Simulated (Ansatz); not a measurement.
H interstitial in GaP

The calculation used DFT PBE, scalar-relativistic, plane waves, PAW (Ansatz). Run with 420 eV cutoff, 3×3×3 k-mesh, Gaussian smearing of 0.01 eV, collinear spin in charge 0 alone.

Host crystal, relaxed:

```
CELL_PARAMETERS angstrom
0.00000 2.75256 2.75256
2.75256 0.00000 2.75256
2.75256 2.75256 0.00000
ATOMIC_POSITIONS crystal
Ga 0.00000 0.00000 0.00000
P 0.25000 0.25000 0.25000
```

Supercell of 32 atoms, rows in host cell vectors: 1 -3 1; -3 1 1; 1 1 -3. Atoms relax at the host's cell, keeping the symmetry that the supercell leaves at the site. The cell is small, so energies carry finite-size errors of tenths of an eV. The host's Kohn–Sham gap is 1.58 eV. Atoms are taken from and returned to the elements' standard states. Charged cells are corrected for image charges with the computed static dielectric tensor (mean 12.9) and aligned with the host's potential at far atoms (alignment terms reach 0.07 eV; the program doubts the alignment in some charges, where it is up to 0.07 eV). No band-filling term is added, and the Fermi level counts from the host's valence band top.

Defect: H interstitial at (0.500, 0.500, 0.500) of the host cell.

**Question.** What is the formation energy of the neutral defect?

**Answer.** 2.19 eV.

**Question.** Does the neutral defect carry a moment, and how do its surroundings relax?

**Answer.** It changes the cell's moment by 1.00 μB. The nearest neighbours before are 4 P at 2.38 Å, 6 Ga at 2.75 Å; after relaxation the atoms near the site are 4 P at 2.37 Å, 6 Ga at 2.76 Å; the largest move is 0.02 Å.

**Question.** Charges +1, 0, -1 were computed. Which is stable where in the gap?

**Answer.** Among the charges computed the stable one is 0 at the valence band top, changing to -1 at 0.91 eV. In charge +1 the extra carrier would gain by moving to a band edge of the host, so it isn't bound in the gap, though by less than the errors named above. In charge +1 the cell has partly filled bands: a level of the defect may be part filled, the carrier may sit in the host's bands, or levels may cross between the k points, so transitions that involve it are doubtful. Other sites of the defect weren't tried. Levels between neighbouring charges: (+1/0) -0.19 eV, (0/-1) 0.91 eV.